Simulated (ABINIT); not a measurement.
Crystal: PtSe2 (Sudovikovite).

```
CELL_PARAMETERS angstrom
3.72400 0.00000 0.00000
-1.86200 3.22508 0.00000
0.00000 0.00000 5.06200
ATOMIC_POSITIONS crystal
Pt 0.00000 0.00000 0.00000
Se 0.66667 0.33333 0.75000
Se 0.33333 0.66667 0.25000
```

Base run:

* Program: ABINIT 10.8.3 (patched build)
* Functional: PBE
* Potentials or basis: Ansatz PAW PBE default generated set, frozen core
* Cutoff: 419 eV
* k mesh: 6 × 6 × 4
* Occupations: fermi-dirac, width 0.05 eV
* Spin: spin-orbit coupling, no magnetisation

Its results: band gap on the k mesh none (metal or under the smearing width); pressure 7.9 GPa; largest force 0.675 eV/Å.

Problem. The run is repeated on the same cell with these changes: potentials or basis from Ansatz PAW PBE default generated set, frozen core to PseudoDojo NC SR PBE v0.4.1 standard; cutoff from 419 eV to 1088 eV; spin from spin-orbit coupling, no magnetisation to no spin polarisation. What comes out?

Solution. Band gap on the k mesh none (metal or under the smearing width); pressure 7.0 GPa; largest force 0.575 eV/Å.

Caveats: the atomic spheres overlap (some runs).
